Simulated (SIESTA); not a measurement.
Write the native input for SIESTA 5.4.2 that does the following.

```yaml
Task: relaxation of cell and atoms
Functional: PBE
Potentials_or_basis: PseudoDojo 0.4 standard (PBE files)
Basis: TZDP (energy shift 0.002 Ry)
Grid_cutoff: 800 Ry
Energy_shift: 0.002 Ry
k_mesh: 10 × 10 × 8
Occupations: fermi-dirac, width 0.05 eV
Spin: no spin polarisation
optimiser: Broyden
force_tolerance: 0.04 eV/Å
```

Crystal: MoP.

```
Mo P
1.0
     3.22300    0.00000    0.00000
    -1.61150    2.79120    0.00000
     0.00000    0.00000    3.19100
Mo P
1 1
Direct
  0.00000 0.00000 0.00000
  0.33333 0.66667 0.50000
```

The input as run:

MoP.fdf

```
SystemName                      MoP
SystemLabel                     MoP
NumberOfSpecies                 2
NumberOfAtoms                   2
%block ChemicalSpeciesLabel
  1  42 Mo
  2  15 P
%endblock ChemicalSpeciesLabel

LatticeConstant                 1.0 Ang
%block LatticeVectors
     3.2230000000     0.0000000000     0.0000000000
    -1.6115000000     2.7911998764     0.0000000000
     0.0000000000     0.0000000000     3.1910000000
%endblock LatticeVectors
AtomicCoordinatesFormat         Fractional
%block AtomicCoordinatesAndAtomicSpecies
     0.0000000000     0.0000000000     0.0000000000  1  Mo
     0.3333333333     0.6666666667     0.5000000000  2  P
%endblock AtomicCoordinatesAndAtomicSpecies

%block kgrid.MonkhorstPack
   10   0   0  0.0
    0  10   0  0.0
    0   0   8  0.0
%endblock kgrid.MonkhorstPack
XC.Functional                   GGA
XC.Authors                      PBE
PAO.BasisSize                   TZDP
PAO.EnergyShift                 0.002 Ry
Mesh.Cutoff                     800 Ry
OccupationFunction              FD
ElectronicTemperature           0.05 eV
MaxSCFIterations                120
SCF.MustConverge                false
SCF.Mixer.Method                Pulay
SCF.Mixer.Weight                0.25
SCF.Mixer.History               8
SCF.DM.Tolerance                5.0e-05
SCF.H.Tolerance                 1.0e-03 eV
WriteForces                     true
Charge.Mulliken                 end
MD.TypeOfRun                    Broyden
MD.Steps                        40
MD.MaxForceTol                  0.04 eV/Ang
MD.MaxDispl                     0.1 Ang
WriteCoorStep                   true
AtomCoorFormatOut               Fractional
MD.VariableCell                 true
MD.MaxStressTol                 0.1 GPa
%block PAO.PolarizationScheme
  Mo non-perturbative
  P non-perturbative
%endblock PAO.PolarizationScheme
```

Potentials or basis: PseudoDojo 0.4 standard (PBE files), TZDP (energy shift 0.002 Ry).

Launch:

```console
$ siesta MoP.fdf > MoP.out 2>&1
```

It gave:

```
Relaxed volume                         : 14.59 Å³/atom
Relaxed cell                           : a = 3.246 Å, b = 3.246 Å, c = 3.198 Å, α = 90.00°, β = 90.00°, γ = 120.00°
Space group after relaxing (to 0.05 Å) : P-6m2 (No. 187)
Energy gained by relaxing              : 2.7 meV/atom
Ionic steps                            : 6
Pressure after relaxing                : 0.0 GPa
Band gap on the k mesh                 : none (metal or under the smearing width)
```

Caveat: semicore shells carry a single zeta, which can move pressures by several GPa and volumes by a few percent; the basis of atomic orbitals isn't converged, which shifts pressures, moduli and gaps.

It took 14 min on 1 thread of Arm Neoverse V1, on a shared host, peak memory 0.43 GiB.
